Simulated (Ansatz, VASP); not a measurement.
## One calculation of Mo, two programs

File INCAR:

```
PREC     = Accurate       # precision mode
ENCUT    = 520            # plane-wave cutoff, eV
EDIFF    = 1E-7           # SCF threshold, eV
ISMEAR   = 0              # smearing method
SIGMA    = 0.1            # smearing width, eV
LREAL    = F              # projectors in reciprocal space
LASPH    = T              # aspherical terms in the spheres
NELM     = 60             # most SCF steps
ALGO     = Fast           # electronic algorithm
ISIF     = 2              # what is computed and relaxed
LWAVE    = F              # write WAVECAR
LCHARG   = F              # write CHGCAR
LDIPOL   = T            
IDIPOL   = 3            
DIPOL    = 0.5 0.5 0.276
GGA      = PE             # functional
NBANDS   = 96             # bands
```

KPOINTS

```
Automatic mesh
0
Gamma
  5 5 1
```

Contents of POSCAR:

```
Mo
1.0
    5.4740406976      0.0000000000      0.0000000000
   -1.8246802325      5.1609750636      0.0000000000
    0.0000000000      0.0000000000     22.3082144184
Mo
12
Direct
    0.2500000000      0.2500000000      0.1793061482
    0.2500000000      0.7500000000      0.1793061482
    0.7500000000      0.2500000000      0.1793061482
    0.7500000000      0.7500000000      0.1793061482
    0.0000000000      0.0000000000      0.2758696768
    0.0000000000      0.5000000000      0.2758696768
    0.5000000000      0.0000000000      0.2758696768
    0.5000000000      0.5000000000      0.2758696768
    0.2500000000      0.2500000000      0.3724284814
    0.2500000000      0.7500000000      0.3724284814
    0.7500000000      0.2500000000      0.3724284814
    0.7500000000      0.7500000000      0.3724284814
```

Input for Ansatz:

```yaml
crystal:
  lattice:
    - [5.4740406976, 0.0, 0.0]
    - [-1.8246802325, 5.1609750636, 0.0]
    - [0.0, 0.0, 22.3082144184]
  atoms:
    - { symbol: Mo, position: [0.25, 0.25, 0.1793061482] }
    - { symbol: Mo, position: [0.25, 0.75, 0.1793061482] }
    - { symbol: Mo, position: [0.75, 0.25, 0.1793061482] }
    - { symbol: Mo, position: [0.75, 0.75, 0.1793061482] }
    - { symbol: Mo, position: [0.0, 0.0, 0.2758696768] }
    - { symbol: Mo, position: [0.0, 0.5, 0.2758696768] }
    - { symbol: Mo, position: [0.5, 0.0, 0.2758696768] }
    - { symbol: Mo, position: [0.5, 0.5, 0.2758696768] }
    - { symbol: Mo, position: [0.25, 0.25, 0.3724284814] }
    - { symbol: Mo, position: [0.25, 0.75, 0.3724284814] }
    - { symbol: Mo, position: [0.75, 0.25, 0.3724284814] }
    - { symbol: Mo, position: [0.75, 0.75, 0.3724284814] }
basis:
  ecutwfc: 420
kpoints:
  mp_grid: { grid: [5, 5, 1] }
hamiltonian:
  xc: pbe
scf:
  occupations: { method: gaussian, width: 0.1 }
output:
  forces: true
  eigenvalues: true
efield:
  axis: 3
  dipole_correction: true
  ramp_width: 0.04
```

Alike in both runs: task single point; functional PBE; k mesh 5 × 5 × 1; occupations gaussian, width 0.1 eV; no spin polarisation.

|  | VASP | Ansatz |
| --- | --- | --- |
| version | VASP 6.6.1 | Ansatz 0.2.0 |
| potentials or method | VASP PAW PBE potentials, release 64 (Mo_sv) | scalar-relativistic, plane waves, PAW |
| plane-wave cutoff (eV) | 520 | 420 |
| valence electrons in the cell | 168 | 168 |

Ansatz gave:

| Item | Value |
| --- | --- |
| gap on the k mesh at the Fermi level (eV) | none |
| rms of the force components (eV/Å) | 0.000 |
| work function, face that differs most (eV) | 4.75 |

Question: What did VASP give for the same quantities?

Answer: gap on the k mesh at the Fermi level (eV): none; rms of the force components (eV/Å): 0.013; work function, face that differs most (eV): 4.67.

Atom by atom the forces differ by 0.013 eV/Å (rms over components). A gap of «none» marks a metal or a gap that the smearing closes.
